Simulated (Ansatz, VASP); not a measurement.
## One calculation of C, two programs

```
C
1.0
     0.00000    1.78337    1.78337
     1.78337    0.00000    1.78337
     1.78337    1.78337    0.00000
C
2
Direct
  0.75000 0.75000 0.75000
  0.50000 0.50000 0.50000
```

This isn't the form of C at room conditions, which is graphite.

Alike in both runs: task single point; functional PBE; k mesh 13 × 13 × 13; occupations gaussian, width 0.026 eV; no spin polarisation.

```csv
,VASP,Ansatz
version,VASP 6.6.1,Ansatz 0.2.0
potentials or method,"VASP PAW PBE potentials, release 64 (C), cutoff 520 eV","all-electron LAPW, scalar-relativistic"
```

Ansatz gave:

| Property | Result |
| --- | --- |
| gap on the k mesh at the Fermi level (eV) | 4.15 |
| least direct gap on the mesh (eV) | 5.60 |
| pressure (GPa) | 1.8 |

**Question.** Which values does VASP return?

**Answer.** gap on the k mesh at the Fermi level (eV): 4.14; least direct gap on the mesh (eV): 5.59; pressure (GPa): 2.5.

Ansatz ran all-electron here, so the differences hold the error of VASP's frozen core and of both bases.

Caveats: an odd mesh through Γ misses points on the zone boundary, where band edges often lie.
